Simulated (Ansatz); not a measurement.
# Pb (Im-3m) in Ansatz: notebook

One crystal, Pb, is run at these levels: PBE-PBEsol; tasks: single point, equation of state.

Program: Ansatz 0.2.0. These are calculated values, not measurements. Logs are shortened: lines on timing, memory, paths and dates and some standing lists are left out, and cuts for length are marked.

### Step 1. The structure

The structure is cubic, space group Im-3m (No. 229). Conventional cell: a = 3.959 Å, b = 3.959 Å, c = 3.959 Å, α = 90.00°, β = 90.00°, γ = 90.00°. Pb (site symmetry m-3m) has 8 Pb at 3.43 Å as nearest neighbours.

This isn't the form of Pb at room conditions, which is fcc.

### Step 2. Single point, PBE-PBEsol, 29.17 Å³/atom (volume scaled by 0.94)

File input.yaml:

```yaml
crystal:
  lattice:
    - [-1.9392470115, 1.9392470115, 1.9392470115]
    - [1.9392470115, -1.9392470115, 1.9392470115]
    - [1.9392470115, 1.9392470115, -1.9392470115]
  atoms:
    - { symbol: Pb, position: [0.0, 0.0, 0.0] }
kpoints:
  mp_grid: { grid: [9, 9, 9] }
scf:
  occupations: { method: gaussian, width: 0.01 }
hamiltonian:
  xc: { exchange: pbe, correlation: pbesol }
  pseudopotentials: { kind: all_electron, lapw: { basis_error: 0.0005 } }
output:
  forces: true
  stress: true
  eigenvalues: true
```

Potentials or basis: all-electron LAPW, scalar-relativistic.

Command:

```
ansatz run input.yaml --threads 1 --pin off --max-ram 2560MiB --backend cpu --events-out ev --progress --plain --runs-dir out
```

The program printed:

```text
Warning: RAYON_NUM_THREADS=1 ignored (pool sized by the plan → 1); use --threads N
LAPW: plane waves up to 6.974 Å⁻¹, error target 5.0e-4 eV per atom; small_component_spin mean_spin; Pb in spheres of 1.679 Å, 36 of its electrons in bands, Dirac shells [] (how accurate: hamiltonian.pseudopotentials.lapw.basis_error, Limitations)
Engine: ansatz 0.2.0, x86_64-unknown-linux-gnu
Pseudopotentials: kind: all_electron
Pseudopotential: Pb, LAPW, valence charge 36, lapw/all_electron/scalar/gaussian/Pb, Koelling and Harmon's equation, gaussian nucleus
Functional definition: unnamed
  exchange = pbe_x
  correlation = pbe_c(beta = 0.046)
Crystal: 1 atoms, lattice volume = 29.172 Å³
Basis set: ecut = 185.29591753483214 eV, 177 PW (Γ), exchange–correlation at level 2
Bands: 22, of which v1, the nominal top of the filled ones, is band 18 counted from 1 (17 counted from 0)
Symmetry: 48 space group operations
Space group: Im-3m (ITA 229), of the structure as read, at distance tolerance 3.1e-5 Å
k-points: 35 of 729
Non-local potential: Pb, projectors of the file, none
Initial density: superposition of atomic densities (chi_scale 0.1, normalization cell)
Initial wavefunctions: plane waves of lowest kinetic energy (no species holds an atomic orbital)
Functional: x = pbe(κ = 0.804, μ = 0.2195149727645171), c = pbesol(β = 0.046)
iter 1 solved again at ethr=4.93e-6 eV; its pass at ethr=1.00e-1 eV (dr2=1.78e-3 eV) is discarded
SCF iter   1: F=—  HF=-568082.924383 eV  |F-HF|=—  |Δ(HF+E_count)|=         —  Δρ=3.14e-3  dr2=1.80e-3  ethr=4.93e-6  ⟨swp⟩=4.0  Hψ=5256  notcnv=0
preconditioner: auto → none  [insulator: Δε(μ)=0.182 eV  Ē_g=20.162 eV  σ=0.010 eV  W_gap=0.96  n_scr=12 (ndim 8)  ℏωp=25.7 eV  f_vac=0.000  D(μ)=0.83/eV (n_scr^D=0)  ε∞_Penn≈2.6]
SCF iter   2: F=—  HF=-568082.913529 eV  |F-HF|=—  |Δ(HF+E_count)|=   1.09e-2  Δρ=1.34e-3  dr2=3.02e-4  ethr=4.93e-6  ⟨swp⟩=2.9  Hψ=2464  notcnv=0
SCF iter   3: F=—  HF=-568082.913134 eV  |F-HF|=—  |Δ(HF+E_count)|=   3.95e-4  Δρ=6.31e-4  dr2=6.73e-5  ethr=8.40e-7  ⟨swp⟩=2.5  Hψ=2320  notcnv=0
iter 4 solved again at ethr=1.27e-8 eV; its pass at ethr=1.87e-7 eV (dr2=4.56e-6 eV) is discarded
SCF iter   4: F=—  HF=-568082.913138 eV  |F-HF|=—  |Δ(HF+E_count)|=   3.03e-6  Δρ=1.56e-4  dr2=4.56e-6  ethr=1.27e-8  ⟨swp⟩=2.0  Hψ=3945  notcnv=0
SCF iter   5: F=—  HF=-568082.913143 eV  |F-HF|=—  |Δ(HF+E_count)|=   5.05e-6  Δρ=3.06e-5  dr2=2.08e-7  ethr=1.27e-8  ⟨swp⟩=3.0  Hψ=2345  notcnv=0
SCF iter   6: F=-568082.913143 eV  HF=-568082.913143 eV  |F-HF|=5.82e-10  |Δ(HF+E_count)|=   2.15e-7  Δρ=6.01e-7  dr2=8.64e-11  ethr=5.79e-10  ⟨swp⟩=3.0  Hψ=2346  notcnv=0
SCF 1 converged in 6 iterations: F = -568082.913143 eV  dr2 = 8.64e-11
SCF converged after 6 iterations
Free energy (F): -568082.913143 eV
Harris-Foulkes:  -568082.913143 eV  (|F-HF|=5.82e-10)
Internal energy: -568082.913101 eV  (E = F + TS)
E sigma→0 (E₀):  -568082.913122 eV
Entropy (-TS):   -0.000041 eV (-0.041 meV/atom)
Fermi energy:    16.554151 eV
--- Per-component energies (eV) ---
  E_band       = -2172.943629
  E_kinetic    = 654977.847908
  E_xc         = -10597.462169
  E_electrostatic = -1212463.298841  (all electrons and nuclei)
  E_smearing   = -0.000041  (= −TS)
  E_closure    = 0.000000  (closes the sum)
  E_atoms      = -568079.528012  (free atoms, spherical and without spin; not in F)
  Σ components = -568082.913143   (vs F -568082.913143, Δ=0.00e0)
  Basis errors (estimates in eV, not in F): energy 1.2e-4 per atom: plane waves 1.1e-4 (5.8e-5 summed), levels above the bands 0.0e0, relativity 1.1e-8, radial functions 1.7e-6, core shells 4.2e-9; eigenvalues (radial functions only) 2.9e-5; not estimated: angular momenta, meshes, grids; target (lapw.basis_error) 5.0e-4; muffin-tin radii Pb 1.679 Å
--- Forces (eV/Å), atoms counted from 1 ---
  atom   1  Pb    -0.00000000     0.00000000     0.00000000
  max |Σ_I F_I| component: 6.41e-31 eV/Å
--- Stress (GPa, compression-positive) ---
        4.734732      -0.000000       0.000000
       -0.000000       4.734732       0.000000
        0.000000       0.000000       4.734732
  P = ⅓ Tr σ = 4.7347 GPa (47.347 kbar)
--- Band table (eV; the first three rows and the last of 35) ---
  k-point 0: bands = ["-123.3500", "-112.3880", "-112.3879", "-112.3879", "-112.3879", "-112.3879", "-112.3879", "-112.3879", "-65.1560", "-65.1560", "-65.1560", "-0.8199", "-0.8199", "-0.8199", "-0.5522", "-0.5522", "4.3581", "24.3108", "24.3108", "24.3108", "27.6400", "27.6400"]
  k-point 1: bands = ["-123.3500", "-112.3880", "-112.3879", "-112.3879", "-112.3879", "-112.3879", "-112.3879", "-112.3879", "-65.1565", "-65.1562", "-65.1559", "-0.8312", "-0.8071", "-0.7715", "-0.5644", "-0.5532", "4.6193", "22.0302", "23.4866", "23.9436", "26.5011", "27.1466"]
  k-point 2: bands = ["-123.3499", "-112.3880", "-112.3879", "-112.3879", "-112.3879", "-112.3879", "-112.3879", "-112.3879", "-65.1578", "-65.1567", "-65.1559", "-0.8596", "-0.7885", "-0.6464", "-0.5860", "-0.5555", "5.4032", "18.4517", "21.9914", "23.0579", "25.3672", "26.4249"]
  k-point 34: bands = ["-123.3498", "-112.3881", "-112.3879", "-112.3879", "-112.3879", "-112.3879", "-112.3879", "-112.3879", "-65.1597", "-65.1596", "-65.1596", "-0.8749", "-0.8647", "-0.4449", "-0.4449", "-0.4398", "10.9811", "15.8888", "16.1339", "16.1339", "21.2217", "21.9098"]
```

It took 2.6 s on 1 thread of Intel Xeon 6975P-C (Granite Rapids), shared host; peak memory 0.33 GiB.

Results:

| Item | Value |
| --- | --- |
| Free energy | -568082.9131 eV |
| Pressure | 4.7 GPa |
| Band gap on the k mesh | none (metal or under the smearing width) |

### Step 3. Single point, PBE-PBEsol, 29.79 Å³/atom (volume scaled by 0.96)

input.yaml: that of step 2 with these lines changed.

```diff
@@ -2,5 +2,5 @@
   lattice:
-    - [-1.9392470115, 1.9392470115, 1.9392470115]
-    - [1.9392470115, -1.9392470115, 1.9392470115]
-    - [1.9392470115, 1.9392470115, -1.9392470115]
+    - [-1.9529041306, 1.9529041306, 1.9529041306]
+    - [1.9529041306, -1.9529041306, 1.9529041306]
+    - [1.9529041306, 1.9529041306, -1.9529041306]
   atoms:
```

Potentials or basis: all-electron LAPW, scalar-relativistic.

Command:

```
ansatz run input.yaml --threads 1 --pin off --max-ram 2560MiB --backend cpu --events-out ev --progress --plain --runs-dir out
```

Wall time 2.8 s (1 thread of Intel Xeon 6975P-C (Granite Rapids), shared host); peak memory 0.33 GiB.

It converged, with:

- Free energy: -568082.9290 eV
- Pressure: 3.5 GPa
- Band gap on the k mesh: none (metal or under the smearing width)

### Step 4. Single point, PBE-PBEsol, 30.41 Å³/atom (volume scaled by 0.98)

input.yaml: that of step 3 with these lines changed.

```diff
@@ -2,5 +2,5 @@
   lattice:
-    - [-1.9529041306, 1.9529041306, 1.9529041306]
-    - [1.9529041306, -1.9529041306, 1.9529041306]
-    - [1.9529041306, 1.9529041306, -1.9529041306]
+    - [-1.9663728605, 1.9663728605, 1.9663728605]
+    - [1.9663728605, -1.9663728605, 1.9663728605]
+    - [1.9663728605, 1.9663728605, -1.9663728605]
   atoms:
```

Command:

```
ansatz run input.yaml --threads 1 --pin off --max-ram 2560MiB --backend cpu --events-out ev --progress --plain --runs-dir out
```

It took 2.5 s on 1 thread of Intel Xeon 6975P-C (Granite Rapids), shared host; peak memory 0.33 GiB.

Results (log left out):

| Quantity | Value |
| --- | --- |
| Free energy | -568082.9403 eV |
| Pressure | 2.4 GPa |
| Band gap on the k mesh | none (metal or under the smearing width) |

### Step 5. Single point, PBE-PBEsol, 31.03 Å³/atom

input.yaml: that of step 4 with these lines changed.

```diff
@@ -2,5 +2,5 @@
   lattice:
-    - [-1.9663728605, 1.9663728605, 1.9663728605]
-    - [1.9663728605, -1.9663728605, 1.9663728605]
-    - [1.9663728605, 1.9663728605, -1.9663728605]
+    - [-1.9796595667, 1.9796595667, 1.9796595667]
+    - [1.9796595667, -1.9796595667, 1.9796595667]
+    - [1.9796595667, 1.9796595667, -1.9796595667]
   atoms:
```

Command:

```
ansatz run input.yaml --threads 1 --pin off --max-ram 2560MiB --backend cpu --events-out ev --progress --plain --runs-dir out
```

Wall time 2.6 s (1 thread of Intel Xeon 6975P-C (Granite Rapids), shared host); peak memory 0.32 GiB.

Results (log left out):

```
Free energy            : -568082.9476 eV
Pressure               : 1.4 GPa
Band gap on the k mesh : none (metal or under the smearing width)
```

### Step 6. Single point, PBE-PBEsol, 31.65 Å³/atom (volume scaled by 1.02)

input.yaml: that of step 5 with these lines changed.

```diff
@@ -2,5 +2,5 @@
   lattice:
-    - [-1.9796595667, 1.9796595667, 1.9796595667]
-    - [1.9796595667, -1.9796595667, 1.9796595667]
-    - [1.9796595667, 1.9796595667, -1.9796595667]
+    - [-1.992770277, 1.992770277, 1.992770277]
+    - [1.992770277, -1.992770277, 1.992770277]
+    - [1.992770277, 1.992770277, -1.992770277]
   atoms:
```

Potentials or basis: all-electron LAPW, scalar-relativistic.

Command:

```
ansatz run input.yaml --threads 1 --pin off --max-ram 2560MiB --backend cpu --events-out ev --progress --plain --runs-dir out
```

Wall time 2.5 s (1 thread of Intel Xeon 6975P-C (Granite Rapids), shared host); peak memory 0.32 GiB.

The run converged. Its results:

| Item | Value |
| --- | --- |
| Free energy | -568082.9512 eV |
| Pressure | 0.5 GPa |
| Band gap on the k mesh | none (metal or under the smearing width) |

### Step 7. Single point, PBE-PBEsol, 32.27 Å³/atom (volume scaled by 1.04)

input.yaml: that of step 6 with these lines changed.

```diff
@@ -2,5 +2,5 @@
   lattice:
-    - [-1.992770277, 1.992770277, 1.992770277]
-    - [1.992770277, -1.992770277, 1.992770277]
-    - [1.992770277, 1.992770277, -1.992770277]
+    - [-2.0057107064, 2.0057107064, 2.0057107064]
+    - [2.0057107064, -2.0057107064, 2.0057107064]
+    - [2.0057107064, 2.0057107064, -2.0057107064]
   atoms:
```

Command:

```
ansatz run input.yaml --threads 1 --pin off --max-ram 2560MiB --backend cpu --events-out ev --progress --plain --runs-dir out
```

Wall time 2.4 s (1 thread of Intel Xeon 6975P-C (Granite Rapids), shared host); peak memory 0.32 GiB.

The run converged. Its results:

```
Free energy            : -568082.9515 eV
Pressure               : -0.3 GPa
Band gap on the k mesh : none (metal or under the smearing width)
```

### Step 8. Single point, PBE-PBEsol, 32.90 Å³/atom (volume scaled by 1.06)

input.yaml: that of step 7 with these lines changed.

```diff
@@ -2,5 +2,5 @@
   lattice:
-    - [-2.0057107064, 2.0057107064, 2.0057107064]
-    - [2.0057107064, -2.0057107064, 2.0057107064]
-    - [2.0057107064, 2.0057107064, -2.0057107064]
+    - [-2.0184862782, 2.0184862782, 2.0184862782]
+    - [2.0184862782, -2.0184862782, 2.0184862782]
+    - [2.0184862782, 2.0184862782, -2.0184862782]
   atoms:
```

Command:

```
ansatz run input.yaml --threads 1 --pin off --max-ram 2560MiB --backend cpu --events-out ev --progress --plain --runs-dir out
```

Run time: 2.6 s. Hardware: 1 thread of Intel Xeon 6975P-C (Granite Rapids), shared host; peak memory 0.32 GiB.

The run converged. Its results:

```yaml
Free_energy: -568082.9488 eV
Pressure: -1.0 GPa
Band_gap_on_the_k_mesh: none (metal or under the smearing width)
```

### Step 9. Equation of state, PBE-PBEsol

Potentials or basis: all-electron LAPW, scalar-relativistic.

This step only gathers the single runs of the series.

Results:

```
Equilibrium volume                      : 32.02 Å³/atom
Bulk modulus                            : 41 GPa
Pressure derivative of the bulk modulus : 4.4
```

Energy against volume, from the lowest point:
```
volume (Å³/atom)  energy (meV/atom)
          29.172              38.31
          29.792              22.45
          30.413              11.16
          31.034               3.89
          31.654               0.29
          32.275               0.00
          32.896               2.65
```

The run has no spin-orbit coupling, so splittings on Pb are missing.
